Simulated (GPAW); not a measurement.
**Ta2N in GPAW: convergence with density grid spacing (A)**

Input of the first run (density grid spacing (A) 0.2); the others differ in this setting and in those tied to it:

run.py

```python
from ase.dft.bandgap import bandgap
from ase.io import read, write
from ase.units import GPa
from gpaw import GPAW, PW

atoms = read('Ta2N.xyz')

calc = GPAW(mode=PW(800),
            h=0.2,
            xc='PBE',
            kpts={'size': (6, 6, 4), 'gamma': True},
            occupations={'name': 'fermi-dirac', 'width': 0.05},
            nbands=30,
            convergence={'density': 1e-05, 'energy': 1e-05},
            maxiter=100,
            txt='gpaw.txt')
atoms.calc = calc
energy = atoms.get_potential_energy()
forces = atoms.get_forces()
stress = atoms.get_stress()
calc.write('gs.gpw')
write('result.traj', atoms)
print(f'Energy: {energy:.6f} eV')
print('Forces (eV/A):')
print(forces.round(4))
print('Stress (GPa):', (stress / GPa).round(3))
print('Fermi level:', round(calc.get_fermi_level(), 4), 'eV')
print(f'Gap: {bandgap(calc)[0]:.4f} eV, direct: {bandgap(calc, direct=True)[0]:.4f} eV')
```

The input Ta2N.xyz:

```xyz
3
Lattice="3.1128615060 0.0000000000 0.0000000000 -1.5564307530 2.6958171426 0.0000000000 0.0000000000 0.0000000000 4.8698410000" Properties=species:S:1:pos:R:3 pbc="T T T"
Ta    -0.0000000002      1.7972114285      1.2404020710
Ta     1.5564307532      0.8986057141      3.6294389290
N      0.0000000000      0.0000000000      0.0000000000
```

Potentials or basis: GPAW PAW data sets (gpaw-data 1.2.1), pw.

Command:

```bash
$ OMP_NUM_THREADS=1 python run.py
```

The cell comes from a database or a generator and needn't be the stable form of this composition.

Hardware: 1 thread of Intel(R) Xeon(R) Platinum 8488C (Sapphire Rapids), with other jobs on the host.

Problem. The values tried are 0.24, 0.2, 0.17, 0.15, 0.13, 0.11, 0.09, loosest first. From which on does the energy stay within 1 meV/atom of the tightest run that finished?

Solution. From 0.17 on.

```
density grid spacing (A)  energy less the tightest run, at zero smearing (meV/atom)  pressure (GPa)  SCF cycles  CPU time (s)  peak memory (GiB)
                    0.24                                                    refused               -           -             -                  -
                     0.2                                                      -1.03           -1.08          10            19               0.17
                    0.17                                                      -0.12           -0.97          10            21               0.19
                    0.15                                                       0.12           -0.98          10            30                0.2
                    0.13                                                       0.06           -0.98          10            35               0.22
                    0.11                                                       0.02           -0.98          10            56               0.28
                    0.09                                                       0.00           -0.98          10           100               0.37
```

Against the tightest run, the pressure stays within 0.1 GPa from 0.2 on. The tightest run that finished is the yardstick and may itself not be fully converged.

Caveat, for the tightest run too: the k mesh is coarse (spacing up to 0.39 Å⁻¹), so the values aren't converged. The run has no spin-orbit coupling, so splittings on Ta are missing.
